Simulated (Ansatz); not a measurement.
# Strain and the gap of NaI (CsCl type)

NaI built on the CsCl prototype, relaxed with r2SCAN in Ansatz. The symmetry is Pm-3m (No. 221, cubic); conventional cell a = 4.041 Å, 32.98 Å³ an atom. Around Na lie 8 I at 3.50 Å; around I lie 8 Na at 3.50 Å.

The axes x, y and z are those of this cell:
```
Na I
1.0
     4.04054    0.00000    0.00000
     0.00000    4.04054    0.00000
     0.00000    0.00000    4.04054
Na I
1 1
Direct
  0.00000 0.00000 0.00000
  0.50000 0.50000 0.50000
```

Unstrained: With PBE the valence top lies at M and the conduction bottom at Γ, 2.300 eV higher; the smallest vertical gap, at M, is 2.794 eV. The r2SCAN gap is indirect, 3.056 eV (M to Γ), below the direct gap of 3.357 eV at M. With HSE06 the valence top lies at M and the conduction bottom at Γ, 3.243 eV higher; the smallest vertical gap, at M, is 3.670 eV. Meshes: PBE 6×6×6, r2SCAN 6×6×6, HSE06 4×4×4. Strains are changes of length per length. After each strain the atoms were relaxed again with r2SCAN within the symmetry that the strain leaves, so tilts or polar shifts that break it weren't tested; points keep the names that they have in the unstrained zone. (Calculated; spin-unpolarised; the phase may be known or hypothetical.)

Changes of the least gap in eV (an overlap counts as a negative gap):
```json
{"strain": "biaxial -2.86 % in x and y, z held", "volume change (%)": "-5.6", "space group": "P4/mmm", "PBE": "+0.005", "r2SCAN": "+0.017", "HSE06": "+0.010", "energy rise, r2SCAN (meV/atom)": "9.9"}
{"strain": "epitaxial +1.48 % in the plane normal to [111], free normal strain -3.39 %", "volume change (%)": "-0.5", "space group": "R-3m", "PBE": "+0.027", "r2SCAN": "+0.028", "HSE06": "+0.029", "energy rise, r2SCAN (meV/atom)": "-0.9"}
{"strain": "uniaxial -0.34 % along x", "volume change (%)": "-0.3", "space group": "P4/mmm", "PBE": "-0.010", "r2SCAN": "-0.010", "HSE06": "-0.010", "energy rise, r2SCAN (meV/atom)": "0.1"}
```

Biaxial -2.86 % in x and y, z held. HSE06: the gap goes from 3.243 to 3.253 eV (+0.010 eV). Stress change with r2SCAN, compression positive: xx +1.79, yy +1.79, zz +0.06 GPa.

Epitaxial +1.48 % in the plane normal to [111], free normal strain -3.39 %. HSE06: the gap goes from 3.243 to 3.272 eV (+0.029 eV). Stress change with r2SCAN, compression positive: xx +0.12, yy +0.12, zz +0.12, xy -0.08, xz -0.08, yz -0.08 GPa.

Uniaxial -0.34 % along x, other directions held. HSE06: the gap goes from 3.243 to 3.233 eV (-0.010 eV). Stress change with r2SCAN, compression positive: xx +0.18, yy 0.00, zz 0.00 GPa.

Spin-orbit coupling is left out, which matters wherever the heavy atoms make up the band edges.

The meshes of the hybrids are coarse, so their gaps aren't converged to the digits shown.
